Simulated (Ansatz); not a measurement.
**A small benchmark: atomisation enthalpy at 298 K**

10 molecules; the atomisation enthalpy at 298 K in kJ/mol, computed less measured. Shapes, held fixed at every level: PBE0-D4/def2-TZVP. Flexible molecules stand in one conformer, not always the lowest. Thermal terms are harmonic and unscaled (PBE0-D4/def2-TZVP); the spin-orbit lowering of the free atoms is taken from their spectra. Programs: Ansatz 0.2.0. Measured values: Active Thermochemical Tables, CRC Handbook of Chemistry and Physics, NIST-JANAF tables.

Levels: A = SPW92/def2-TZVPP; B = PBE0-D4/def2-TZVPP; C = MP2/def2-SVP.

| molecule | from tabulated heats | A | B | C |
| --- | --- | --- | --- | --- |
| HBS (hydrogen boron sulfide) | 1015 | +148 | +7 | -19 |
| C3O2 (carbon suboxide) | 2745 | +633 | +62 | +35 |
| C2H3N (isocyanomethane) | 2397 | +359 | -1 | -98 |
| C2H3O (acetyl radical) | 2347 | +396 | +21 | -63 |
| C2H2Cl4 (1,1,2,2-tetrachloroethane) | 2504 | +523 | +47 | -109 |
| C2H4F2 (SMILES CC(F)F) | 2965 | +504 | +11 | -83 |
| C2H5O (SMILES CC[O]) | 2784 | +442 | +26 | -127 |
| C4H6 (cyclobutene) | 4019 | +594 | +42 | -121 |
| C4H6O (vinyl ether) | 4438 | +723 | +33 | -145 |
| C4H8 (1-butene) | 4612 | +618 | +26 | -162 |

Q: Sum up the errors.

A: 
```csv
level,kind,mean error,mean absolute error,worst case
SPW92/def2-TZVPP,LDA,+494.0,494.0,C4H6O
PBE0-D4/def2-TZVPP,global hybrid,+27.4,27.6,C3O2
MP2/def2-SVP,perturbation theory,-89.2,96.2,C4H8
```

On this set PBE0-D4/def2-TZVPP has the smallest mean absolute error and SPW92/def2-TZVPP the largest. SPW92/def2-TZVPP is too high in 10 of 10; PBE0-D4/def2-TZVPP is too high in 9 of 10; MP2/def2-SVP is too low in 9 of 10. The heats of C2H2Cl4 (1,1,2,2-tetrachloroethane) come from older tables and can be uncertain by 10 kJ/mol or more. Heats of the atoms come from ATcT where it has them, that of boron, 570 kJ/mol, from recent work. The levels differ in basis as well as in method. The tabulated values of HBS, C2H3N are in doubt (older tables, estimates, or at odds with other calculations) and kept here. Over the 8 molecules whose values aren't doubted the mean absolute errors are A 554.1; B 33.5; C 105.6. For MP2/def2-SVP the error tends to grow with the atomisation enthalpy. Correlated wave functions converge slowly with the basis. Open shells run unrestricted. The set is small.

The local density approximation overbinds every molecule because it misses part of the exchange energy gained from an inhomogeneous density, and that loss is greater in the free atoms than in the molecule. The error doesn't follow size alone: carbon suboxide, at +633, exceeds 1-butene, at +618, despite a much smaller atomisation enthalpy, which suggests an extra contribution from its cumulated multiple bonds. Gradient corrections and a share of exact exchange remove most of this overbinding in PBE0, though carbon suboxide remains its worst case.

The mostly negative MP2 errors probably reflect the small basis, which recovers too little of the pair correlation gained on bonding. Carbon suboxide breaks the pattern at +35, plausibly because second-order theory exaggerates correlation in its delocalised π system and outweighs the basis deficit. Its modest error there is thus likely a cancellation rather than a sign of accuracy. These totals don't establish how the levels would rank for reactions that conserve bond types, where much of the error could cancel.
